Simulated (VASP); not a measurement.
Write the native input for VASP 6.6.1 that does the following.

- Task: relaxation of cell and atoms
- Functional: PBE
- Dispersion: D3(BJ)
- Potentials or basis: VASP PAW PBE potentials, release 64 (Cu, I)
- Cutoff: 600 eV
- k mesh: 8 × 8 × 8
- Occupations: gaussian, width 0.03 eV
- Spin: no spin polarisation
- Further INCAR settings: ALGO = Normal; EDIFF = 1e-06; IBRION = 2; EDIFFG = -0.01; NSW = 90; ISIF = 3

The structure of CuI (Marshite) lies in POSCAR:

```
CuI
1.0
    0.0000000000      3.0315000000      3.0315000000
    3.0315000000      0.0000000000      3.0315000000
    3.0315000000      3.0315000000      0.0000000000
Cu I
1 1
Direct
    0.2500000000      0.2500000000      0.2500000000
    0.0000000000      0.0000000000      0.0000000000
```

One way to write it, as run:

INCAR

```
SYSTEM = CuI
PREC     = Accurate       ! precision mode
ENCUT    = 600            ! plane-wave cutoff, eV
EDIFF    = 1E-6           ! SCF threshold, eV
ISMEAR   = 0              ! smearing method
SIGMA    = 0.03           ! smearing width, eV
LREAL    = .False.        ! projectors in reciprocal space
LASPH    = .True.         ! aspherical terms in the spheres
NELM     = 80             ! most SCF steps
ALGO     = Normal         ! electronic algorithm
ISIF     = 3              ! what is computed and relaxed
LWAVE    = .False.        ! write WAVECAR
LCHARG   = .False.        ! write CHGCAR
GGA      = PE             ! functional
IVDW     = 12             ! dispersion correction
IBRION   = 2              ! ionic algorithm
NSW      = 90             ! ionic steps
EDIFFG   = -0.01          ! ionic threshold
```

KPOINTS

```
regular mesh
0
Gamma
  8 8 8
  0 0 0
```

Potentials or basis: VASP PAW PBE potentials, release 64 (Cu, I).

Command:

```bash
$ cat potpaw_PBE.64/Cu/POTCAR potpaw_PBE.64/I/POTCAR > POTCAR
$ mpirun -np 1 vasp_std > vasp.out
```

It gave:

* Relaxed volume: 26.65 Å³/atom
* Relaxed cell: a = 4.224 Å, b = 4.224 Å, c = 4.224 Å, α = 60.00°, β = 60.00°, γ = 60.00°
* Space group after relaxing (to 0.05 Å): F-43m (No. 216)
* Energy gained by relaxing: 7.5 meV/atom
* Ionic steps: 3
* Pressure after relaxing: 0.0 GPa
* Band gap on the k mesh: 1.27 eV, direct
* Dispersion energy per atom: -0.360 eV

Caveat: spin-orbit coupling is left out, which moves the levels of the heavy elements.

Wall time 47 s on 1 thread of Intel(R) Xeon(R) Platinum 8488C (Sapphire Rapids), with other jobs on the host, peak memory 0.23 GiB.
